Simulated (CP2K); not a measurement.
Wanted: the native input for a CP2K 2026.2 run.

```
Task                                   : band structure
Functional                             : LDA
Potentials or basis                    : GTH_POTENTIALS As GTH-PADE-q5; TZVP-MOLOPT-PBE-GTH basis
Density cutoff                         : 6123 eV
k mesh                                 : 7 × 7 × 9
Occupations                            : fermi-dirac, width 0.05 eV
Spin                                   : no spin polarisation
SCF solver                             : diagonalisation with k points
Quickstep method                       : GPW
EPS_DEFAULT                            : 1.0E-9
EPS_SCF                                : 1.0E-6
MAX_SCF                                : 100
SCF_GUESS                              : ATOMIC
k points reduced by the point group    : yes
Mesh centred on Gamma                  : yes
CHOLESKY                               : OFF
EPS_EIGVAL                             : 1.0E-7
MIXING METHOD                          : BROYDEN_MIXING
MIXING ALPHA                           : 0.4
NBUFFER                                : 8
NGRIDS                                 : 4
Basis sets                             : As TZVP-MOLOPT-PBE-GTH-q5
Potentials                             : As GTH-PADE-q5 of GTH_POTENTIALS
ADDED_MOS                              : [10]
Points a segment of the path (NPOINTS) : 8
Bands added on the path                : 2
REL_CUTOFF (Ry)                        : 60 Ry
MIXING BETA (1/bohr)                   : 1.5 1/bohr
CUTOFF of the grids                    : 450 Ry
```

As:

```
CELL_PARAMETERS angstrom
4.56640 0.00000 0.00000
-2.28320 3.95462 0.00000
0.00000 0.00000 2.83374
ATOMIC_POSITIONS crystal
As 0.33333 0.66667 0.00000
As 0.66667 0.33333 0.00000
```

The cell was built by a generator and needn't be a form met in nature.

The input as run:

as_bands.inp

```
&GLOBAL
  PROJECT as_bands
  RUN_TYPE ENERGY_FORCE
  PRINT_LEVEL LOW
&END GLOBAL
&FORCE_EVAL
  METHOD QS
  STRESS_TENSOR ANALYTICAL
  &DFT
    BASIS_SET_FILE_NAME BASIS_MOLOPT_UZH
    POTENTIAL_FILE_NAME GTH_POTENTIALS
    &MGRID
      CUTOFF 450
      REL_CUTOFF 60
      NGRIDS 4
    &END MGRID
    &QS
      METHOD GPW
      EPS_DEFAULT 1.0E-9
    &END QS
    &KPOINTS
      SCHEME MONKHORST-PACK 7 7 9
      GAMMA_CENTERED T
      SYMMETRY T
      SYMMETRY_BACKEND SPGLIB
    &END KPOINTS
    &SCF
      SCF_GUESS ATOMIC
      EPS_SCF 1.0E-6
      MAX_SCF 100
      ADDED_MOS 10
      CHOLESKY OFF
      EPS_EIGVAL 1.0E-7
      &DIAGONALIZATION ON
        ALGORITHM STANDARD
      &END DIAGONALIZATION
      &MIXING ON
        METHOD BROYDEN_MIXING
        ALPHA 0.4
        BETA 1.5
        NBUFFER 8
      &END MIXING
      &SMEAR ON
        METHOD FERMI_DIRAC
        ELECTRONIC_TEMPERATURE [K] 580.226
      &END SMEAR
    &END SCF
    &XC
      &XC_FUNCTIONAL
        &LDA_X
        &END LDA_X
        &LDA_C_PW
        &END LDA_C_PW
      &END XC_FUNCTIONAL
    &END XC
    &PRINT
      &KPOINTS ON
      &END KPOINTS
      &MULLIKEN ON
      &END MULLIKEN
      &MO ON
        ENERGIES T
        OCCUPATION_NUMBERS T
        &EACH
          QS_SCF 0
        &END EACH
        ADD_LAST NUMERIC
      &END MO
      &LOWDIN ON
      &END LOWDIN
      &HIRSHFELD ON
        SHAPE_FUNCTION DENSITY
      &END HIRSHFELD
      &BAND_STRUCTURE
        FILE_NAME bands.bs
        ADDED_MOS 2
        &KPOINT_SET
          UNITS B_VECTOR
          NPOINTS 8
          SPECIAL_POINT GAMMA 0.00000000 0.00000000 0.00000000
          SPECIAL_POINT M 0.50000000 0.00000000 0.00000000
          SPECIAL_POINT K 0.33333333 0.33333333 0.00000000
          SPECIAL_POINT GAMMA 0.00000000 0.00000000 0.00000000
          SPECIAL_POINT A 0.00000000 0.00000000 0.50000000
          SPECIAL_POINT L 0.50000000 0.00000000 0.50000000
          SPECIAL_POINT H 0.33333333 0.33333333 0.50000000
          SPECIAL_POINT A 0.00000000 0.00000000 0.50000000
        &END KPOINT_SET
        &KPOINT_SET
          UNITS B_VECTOR
          NPOINTS 8
          SPECIAL_POINT L 0.50000000 0.00000000 0.50000000
          SPECIAL_POINT M 0.50000000 0.00000000 0.00000000
        &END KPOINT_SET
        &KPOINT_SET
          UNITS B_VECTOR
          NPOINTS 8
          SPECIAL_POINT K 0.33333333 0.33333333 0.00000000
          SPECIAL_POINT H 0.33333333 0.33333333 0.50000000
        &END KPOINT_SET
      &END BAND_STRUCTURE
    &END PRINT
  &END DFT
  &SUBSYS
    &CELL
      ABC 4.5664000000 4.5664013823 2.8337400000
      ALPHA_BETA_GAMMA 90.0000000000 90.0000000000 119.9999899863
      PERIODIC XYZ
    &END CELL
    &COORD
      SCALED
      As  0.3333300000 0.6666700000 0.0000000000
      As  0.6666700000 0.3333300000 0.0000000000
    &END COORD
    &KIND As
      BASIS_SET TZVP-MOLOPT-PBE-GTH-q5
      POTENTIAL GTH-PADE-q5
    &END KIND
    &PRINT
      &ATOMIC_COORDINATES ON
      &END ATOMIC_COORDINATES
      &CELL ON
      &END CELL
    &END PRINT
  &END SUBSYS
  &PRINT
    &FORCES ON
    &END FORCES
    &STRESS_TENSOR ON
    &END STRESS_TENSOR
  &END PRINT
&END FORCE_EVAL
```

Potentials or basis: GTH_POTENTIALS As GTH-PADE-q5; TZVP-MOLOPT-PBE-GTH basis.

Command:

```sh
$ OMP_NUM_THREADS=1 cp2k.psmp -i as_bands.inp -o as_bands.out
```

Results of the run:

```json
{"Pressure": "-4.0 GPa", "Band gap on the k mesh": "none (metal or under the smearing width)"}
```

Caveat: the basis of atomic orbitals isn't converged, which shifts pressures, moduli and gaps.

Run time: 10 s on 1 thread of Arm Neoverse V2, with other jobs on the host, peak memory 0.25 GiB.
